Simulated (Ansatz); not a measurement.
Free-standing chains of the atoms of CaO, named by their start (strip: triangular double chain, ladder: square double chain); atoms and period are relaxed, and energies count from relaxed bulk CaO (Fm-3m, 14.09 Å³/atom, gap on the mesh 3.66 eV).

Level of theory: Ansatz 0.2.0, DFT PBE, scalar-relativistic, plane waves, PAW.

Cutoff 420 eV, Gaussian smearing of 0.05 eV, energies at zero smearing, symmetry of each start kept, collinear spin where a moment is listed.

```
          start atoms k mesh excess energy (eV per host atom) period (Å) gap on the mesh (eV) highest filled level or Fermi level under vacuum (eV)
   linear chain      2  1×1×15                             1.400       4.170                  1.33                                                   3.09
dimerised chain      2  1×1×15                             1.400       4.170                  1.33                                                   3.09
   zigzag chain      2  1×1×17                             1.398       4.133                  1.46                                                   3.25
   ladder chain      4  1×1×15                             0.862       4.379                  1.80                                                   3.40
   strip chain*      2  1×1×28                             1.399       4.148                  1.44                                                   3.19
```

Zero in every row: size of the moment (μB per cell).

* ends far from its start.

An odd mesh misses points on the zone edge, so a gap read on it can be too wide.

Each run keeps its start's symmetry and one magnetic start, so lower states can exist. Rows stand on unlike meshes and boxes, so starts that end alike can differ by a few hundredths of an eV per atom.

Cost: 5 runs of about 11 core-minutes in all, on Arm Neoverse V2 (shared hosts).